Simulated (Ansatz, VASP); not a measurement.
SrO, level by level in two programs

```
CELL_PARAMETERS angstrom
0.00000 2.61663 2.61663
2.61663 0.00000 2.61663
2.61663 2.61663 0.00000
ATOMIC_POSITIONS crystal
Sr 0.50000 0.50000 0.50000
O 0.00000 0.00000 0.00000
```

Single points on this cell with VASP 6.6.1 and Ansatz 0.2.0. Each row is one pair of runs. Alike in all rows: k mesh: 9 × 9 × 9; smearing: fermi-dirac, width 0.05 eV.

| level | spin | VASP's potentials, cutoff | Ansatz's potentials, cutoff | gap on the k mesh at the Fermi level (eV), VASP | gap on the k mesh at the Fermi level (eV), Ansatz | least direct gap on the mesh (eV), VASP | least direct gap on the mesh (eV), Ansatz | pressure (GPa), VASP | pressure (GPa), Ansatz |
| --- | --- | --- | --- | --- | --- | --- | --- | --- | --- |
| RPBE | off | VASP PAW PBE potentials, release 64 (Sr_sv, O), 520 eV | Ansatz PAW, 420 eV | 3.46 | 3.50 | 3.58 | 3.62 | 1.5 | 1.1 |
| PBE | non-collinear, zero start, SOC | VASP PAW PBE potentials, release 64 (Sr_sv, O), 520 eV | Ansatz PAW, 420 eV | 3.33 | 3.37 | 3.44 | 3.47 | -1.3 | -1.8 |
| revPBE+D3(BJ) | off | VASP PAW PBE potentials, release 64 (Sr_sv, O), 520 eV | Ansatz PAW, 420 eV | 3.43 | 3.47 | 3.56 | 3.59 | -3.1 | -3.5 |
| BLYP+D4 | off | VASP PAW PBE potentials, release 64 (Sr_sv, O), 520 eV | Ansatz PAW, 420 eV | 3.47 | 3.52 | 3.59 | 3.63 | -1.7 | -2.2 |
| LDA | off | VASP PAW LDA potentials, release 64 (Sr_sv, O), 520 eV | JTH PAW LDA, 1380 eV | 3.19 | 3.24 | 3.31 | 3.36 | -7.7 | -8.3 |
| r2SCAN+rVV10 | off | VASP PAW PBE potentials, release 64 (Sr_sv, O), 520 eV | Ansatz PAW, 500 eV | 3.78 | 3.82 | 3.90 | 3.94 | -4.1 | -4.6 |

Gap on the k mesh at the fermi level (eV): the two programs differ by at most 0.053; least direct gap on the mesh (eV): the two programs differ by at most 0.045; pressure (GPa): the two programs differ by at most 0.63.

Caveats: the PAW data sets were made with another functional, which shifts forces and pressure a little (VASP); an odd mesh through Γ misses points on the zone boundary, where band edges often lie (VASP); odd divisions of the mesh miss points on the zone boundary, where band edges often lie, so the gap on the mesh can be too wide (Ansatz); the PAW data sets come from PBE, with cores solved anew for the run's functional, which leaves a small shift of forces and pressure (Ansatz); the pressure holds a Pulay correction of +0.3 GPa for the finite cutoff (Ansatz); the pressure holds a Pulay correction of +0.4 GPa for the finite cutoff (Ansatz).
